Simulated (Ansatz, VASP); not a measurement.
# InP3 in VASP and in Ansatz

```
In P
1.0
     3.71499    2.14485    3.27938
    -3.71499    2.14485    3.27938
     0.00000   -4.28970    3.27938
In P
2 6
Cartesian
  0.0000 0.0000 2.6886
  0.0000 0.0000 7.1496
  2.0563 -1.1872 6.0033
  0.0000 2.3744 6.0033
  -2.0563 -1.1872 6.0033
  -2.0563 1.1872 3.8349
  2.0563 1.1872 3.8349
  0.0000 -2.3744 3.8349
```

Alike in both runs: functional PBEsol; k mesh 6 × 6 × 6; occupations gaussian, width 0.1 eV; no spin polarisation.

Ansatz relaxed the structure, and its values are those at the end. VASP's run is a single point on that final structure, the one shown.

|  | VASP | Ansatz |
| --- | --- | --- |
| version | VASP 6.6.1 | Ansatz 0.2.0 |
| potentials or method | VASP PAW PBE potentials, release 64 (In_d, P) | scalar-relativistic, plane waves, PAW |
| plane-wave cutoff (eV) | 520 | 420 |
| valence electrons in the cell | 56 | 56 |

Ansatz gave:

* gap on the k mesh at the Fermi level (eV): none
* pressure (GPa): 0.0
* rms of the force components (eV/Å): 0.002

What did VASP give for the same quantities?

gap on the k mesh at the Fermi level (eV): none; pressure (GPa): 0.0; rms of the force components (eV/Å): 0.012.

A gap of «none» marks a metal or a gap that the smearing closes.

Caveats: the PAW data sets were made with another functional, which shifts forces and pressure a little (VASP).
